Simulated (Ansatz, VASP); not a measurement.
CsH: VASP beside Ansatz

```
CELL_PARAMETERS angstrom
3.94590 0.74652 0.74652
0.74652 3.94590 0.74652
0.74652 0.74652 3.94590
ATOMIC_POSITIONS crystal
Cs 0.00000 0.00000 0.00000
H 0.50000 0.50000 0.50000
```

Alike in both runs: task single point; functional LDA; k mesh 8 × 8 × 8; occupations gaussian, width 0.05 eV; no spin polarisation.

|  | VASP | Ansatz |
| --- | --- | --- |
| version | VASP 6.6.1 | Ansatz 0.2.0 |
| potentials or method | VASP PAW LDA potentials, release 64 (Cs_sv, H) | scalar-relativistic, plane waves, PAW |
| plane-wave cutoff (eV) | 520 | 420 |
| valence electrons in the cell | 10 | 10 |

```csv
,VASP,Ansatz,Ansatz less VASP
gap on the k mesh at the Fermi level (eV),1.63,1.67,+0.039
least direct gap on the mesh (eV),1.63,1.67,+0.039
pressure (GPa),0.1,0.0,-0.06
largest component of the traceless stress (GPa),0.26,0.26,+0.005
```

Caveats: spin-orbit coupling is left out, which moves the levels of the heavy elements. A k mesh can miss the band edges. As with any semilocal functional, this LDA gap is likely too small.
